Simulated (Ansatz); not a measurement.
The cell was built from the diamond type and relaxed in the same program, and has space group Fd-3m; it needn't be a known or the stable phase.

In: DFT, PBE, PAW with Ansatz's default frozen-core files, scalar-relativistic (Ansatz 0.2.0).

Command: `ansatz run input.yaml --threads 1 --pin off --max-ram 2048MiB --backend cpu --events-out ev --progress --plain --runs-dir out` The run took 20 s on 1 thread of Arm Neoverse V1, on a shared host.

```yaml
crystal:
  lattice:
    - [0.0, 3.3647733987, 3.3647733987]
    - [3.3647733987, 0.0, 3.3647733987]
    - [3.3647733987, 3.3647733987, 0.0]
  atoms:
    - { symbol: In, position: [0.0, 0.0, 0.0] }
    - { symbol: In, position: [0.25, 0.25, 0.25] }
kpoints:
  mp_grid: { grid: [9, 9, 9] }
  band_path:
    path:
      - [0.0, 0.0, 0.0]
      - [0.5, 0.0, 0.5]
      - [0.625, 0.25, 0.625]
      - [0.375, 0.375, 0.75]
      - [0.0, 0.0, 0.0]
      - [0.5, 0.5, 0.5]
      - [0.5, 0.25, 0.75]
      - [0.5, 0.0, 0.5]
    npoints: 14
scf:
  occupations: { method: fermi_dirac, width: 0.05 }
hamiltonian:
  xc: pbe
  pseudopotentials: { kind: paw }
output:
  forces: true
  stress: true
  eigenvalues: true
  efg: { contact_densities: true }
  populations: true
  bader: true
  dos: { projected: true, de: 0.2, e_range: [-14, 8] }
  write_density: true
  write_potential: true
  elf: true
  volumetric_format: npy
```

Output:

```
In: output.efg is read without spin–orbit coupling, which moves field gradients at and beside such atoms by some per cent and up to a factor of two; PAW files take it under magnetization.noncollinear and magnetization.spin_orbit
Engine: ansatz 0.2.0
Pseudopotentials: kind: paw
Pseudopotential: In, paw, valence charge 13, recommended cutoff 420 eV (normal)
Functional definition: PBE
  parameter kappa = 0.804
  parameter beta = 0.06672455060314922
  exchange = pbe_x(kappa = kappa, mu = beta*pi^2/3)
  correlation = pbe_c(beta = beta)
Crystal: 2 atoms, lattice volume = 76.190 Å³
Basis set: ecut = 420 eV, 1459 PW (Γ), exchange–correlation on 64×64×64 points (8 copies of the dense FFT grid, shifted against one another)
Bands: 17, of which v1, the nominal top of the filled ones, is band 13 counted from 1 (12 counted from 0)
Symmetry: 48 space group operations
Space group: Fd-3m (ITA 227), of the structure as read, at distance tolerance 4.2e-5 Å
k-points: 35 of 729
Non-local potential: In, projectors of the file, l = 0: 2, l = 1: 2, l = 2: 2, l = 3: 2
PAW form: soft (Blöchl's): semilocal exchange-correlation on the pseudo side does not see the compensation charge
PAW one-centre angular grid: In, 590 points (default); XC on 64 Gauss nodes
Initial density: superposition of atomic densities (neutral atoms: chi_scale 0, normalization atom), corrected by the library's trained network
Initial wavefunctions: pseudopotential atomic-orbital guess
Functional: x = pbe(κ = 0.804, μ = 0.2195149727645171), c = pbe(β = 0.06672455060314922)
SCF iter   1: F=—  HF=-11195.018256 eV  |F-HF|=—  |Δ(HF+E_count)|=         —  Δρ=1.18e-3  dr2=1.61e-3  ethr=1.77e-3  ⟨swp⟩=6.0  Hψ=3012  notcnv=0
preconditioner: auto → LDOS  [metal: Δε(μ)=0.038 eV  Ē_g=15.403 eV  σ=0.050 eV  W_gap=0.19  n_scr=14 (ndim 8)  ℏωp=21.7 eV  f_vac=0.086  D(μ)=2.05/eV (n_scr^D=14)  β→1.0]
SCF iter   2: F=—  HF=-11195.017613 eV  |F-HF|=—  |Δ(HF+E_count)|=   6.44e-4  Δρ=1.23e-3  dr2=1.00e-3  ethr=6.18e-6  ⟨swp⟩=2.0  Hψ=1442  notcnv=0
SCF iter   3: F=—  HF=-11195.017351 eV  |F-HF|=—  |Δ(HF+E_count)|=   2.61e-4  Δρ=4.57e-4  dr2=1.59e-4  ethr=3.86e-6  ⟨swp⟩=2.0  Hψ=1038  notcnv=0  defer=2
SCF iter   4: F=—  HF=-11195.017359 eV  |F-HF|=—  |Δ(HF+E_count)|=   8.12e-6  Δρ=2.56e-4  dr2=4.51e-5  ethr=6.12e-7  ⟨swp⟩=1.5  Hψ=827  notcnv=0  defer=2
SCF iter   5: F=—  HF=-11195.017352 eV  |F-HF|=—  |Δ(HF+E_count)|=   7.11e-6  Δρ=1.14e-4  dr2=6.78e-6  ethr=1.74e-7  ⟨swp⟩=2.5  Hψ=1047  notcnv=0  defer=2
SCF iter   6: F=-11195.017349 eV  HF=-11195.017349 eV  |F-HF|=5.75e-8  |Δ(HF+E_count)|=   3.07e-6  Δρ=1.14e-5  dr2=6.86e-8  ethr=3.85e-10  ⟨swp⟩=8.6  Hψ=4655  notcnv=0
SCF 1 converged in 6 iterations: F = -11195.017349 eV  dr2 = 6.86e-8
  greatest PAW one-centre occupation: 0.981 electrons in one spin orbital (limit 2), on the In atom at site 1 (counted from 0), in its partial waves of l = 2
NSCF: frozen V_eff on 99 k-points
SCF converged after 6 iterations
Free energy (F): -11195.017349 eV
Harris-Foulkes:  -11195.017349 eV  (|F-HF|=5.75e-8)
Internal energy: -11195.000993 eV  (E = F + TS)
E sigma→0 (E₀):  -11195.009171 eV
Entropy (-TS):   -0.016356 eV (-8.178 meV/atom)
Fermi energy:    5.501678 eV
--- Per-component energies (eV) ---
  E_band       = -164.630867
  E_kinetic    = 481.935349
  E_local      = -2869.399274  (includes V_loc(G=0)·N_el)
  E_nonlocal   = 731.655160
  E_hartree    = 1144.043518
  E_xc         = -430.445956
  E_vxc        = -197.926631  (∫ρ·V_xc dr)
  E_paw        = -8304.814836  (= ΣΔE_a)
  E_vpaw       = -598.972489  (= ΣTr[D̂ρ^β])
  E_aug_tail   = 0.000052  (compensation charges beyond the density's cutoff)
  E_ewald      = -1947.975008
  E_smearing   = -0.016356  (= −TS)
  E_closure    = -0.000000  (closes the sum)
  Σ components = -11195.017349   (vs F -11195.017349, Δ=0.00e0)
--- Forces (eV/Å), atoms counted from 1 ---
  atom   1  In     0.00000000    -0.00000000     0.00000000
  atom   2  In     0.00000000    -0.00000000     0.00000000
  max |Σ_I F_I| component: 1.20e-16 eV/Å
--- Stress (GPa, compression-positive) ---
       -0.019925       0.000000      -0.000000
        0.000000      -0.019925       0.000000
       -0.000000       0.000000      -0.019925
  P = ⅓ Tr σ = -0.0199 GPa (-0.199 kbar)
--- PAW observables at the nuclei: V_zz in 10²¹ V/m², potentials from the cell's mean, atoms counted from 1 ---
  atom   1  In V_zz =    -0.000000   η = 0.0000   by run symmetry: forbidden
            electrostatic potential = -7934.696408 V   contact ρ = 1133068.023792 e/Å³
  atom   2  In V_zz =    -0.000000   η = 0.0000   by run symmetry: forbidden
            electrostatic potential = -7934.696408 V   contact ρ = 1133068.023792 e/Å³
--- Band table (eV; the first three rows and the last of 35) ---
  k-point 0: bands = ["-9.1254", "-9.1254", "-9.1254", "-9.0640", "-9.0640", "-8.6778", "-8.6778", "-8.6778", "-8.6382", "-8.6382", "-2.3429", "7.4236", "7.7381", "7.7381", "7.7381", "9.4073", "9.4073"]
  k-point 1: bands = ["-9.1382", "-9.1382", "-9.1224", "-9.0460", "-9.0460", "-8.6927", "-8.6927", "-8.6829", "-8.6259", "-8.6259", "-2.2260", "5.9654", "7.4787", "7.4787", "8.2187", "9.7240", "9.7240"]
  k-point 2: bands = ["-9.1553", "-9.1553", "-9.1146", "-9.0170", "-9.0170", "-8.7142", "-8.7142", "-8.6960", "-8.6099", "-8.6099", "-1.8828", "4.2938", "7.0418", "7.0418", "7.9578", "10.1992", "10.1992"]
  k-point 34: bands = ["-9.2125", "-9.2051", "-8.9965", "-8.9305", "-8.8954", "-8.8347", "-8.8318", "-8.7771", "-8.5515", "-8.5442", "0.3262", "1.1987", "4.2641", "4.7632", "10.2793", "10.3211", "10.6998"]
--- Löwdin populations: 2 sites ---
  site symbol       q [e]
     0     In     12.9810
     1     In     12.9810
  spilling = 0.001459 (of n_electrons = 26.000000)
--- Bader charges: 2 sites ---
  site symbol  charge [e]  shift [e]
     0     In      0.0000     0.0000
     1     In      0.0000     0.0000
  estimated error of the sums over rays = 5.3e-5 e
```

populations.tsv:

```
# site	symbol	l	j	q
# orbitals = lowdin
# n_electrons = 26.000000
# spilling = 0.001459
0	In	0_5S	-	1.237864
0	In	1_5P	-	1.761072
0	In	2_4D	-	9.982096
1	In	0_5S	-	1.237864
1	In	1_5P	-	1.761072
1	In	2_4D	-	9.982096
```

bader_charges.tsv:

```
# site	symbol	x_ang	y_ang	z_ang	partial_charge_e	electrons	volume_ang3	relative_density_drop	shared_charge_e	partial_wave_shift_e
# quadrature_error_electrons = 5.3e-5
0	In	0.0000	0.0000	0.0000	-0.00001	49.00001	38.10	-	-0.00001	0.00000
1	In	1.6824	1.6824	1.6824	0.00001	48.99999	38.09	-	0.00001	0.00000
```
